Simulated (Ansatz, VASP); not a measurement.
**Si2Ge in VASP and in Ansatz**

```xyz
6
Lattice="3.8995 0.0000 0.0000 -1.9497 3.3771 0.0000 0.0000 0.0000 9.5539" Properties=species:S:1:pos:R:3 pbc="T T T"
Si    0.0000    2.2514    6.7210
Si    0.0000    0.0000    3.5959
Si    0.0000    0.0000    5.9580
Si    1.9497    1.1257    2.8329
Ge    1.9497    1.1257    0.4340
Ge    0.0000    2.2514    9.1199
```

The cell was built by a generator and needn't be a form met in nature.

Alike in both runs: task single point; functional PBE; k mesh 6 × 6 × 2; no spin polarisation.

```csv
,VASP,Ansatz
version,VASP 6.6.1,Ansatz 0.2.0
potentials or method,"VASP PAW PBE potentials, release 64 (Si, Ge_d)","plane waves, PAW"
plane-wave cutoff (eV),520,420
occupations,"gaussian, width 0.01 eV",fixed
valence electrons in the cell,44,44
```

Ansatz gave:

| Item | Value |
| --- | --- |
| gap on the k mesh at the Fermi level (eV) | 0.52 |
| pressure (GPa) | 1.9 |
| largest component of the traceless stress (GPa) | 0.25 |
| rms of the force components (eV/Å) | 0.038 |

Question: Estimate VASP's values.

Answer: gap on the k mesh at the Fermi level (eV): 0.52; pressure (GPa): 1.9; largest component of the traceless stress (GPa): 0.26; rms of the force components (eV/Å): 0.038.

A k mesh can miss the band edges. PBE gaps usually lie below the measured ones, often by a third to a half.
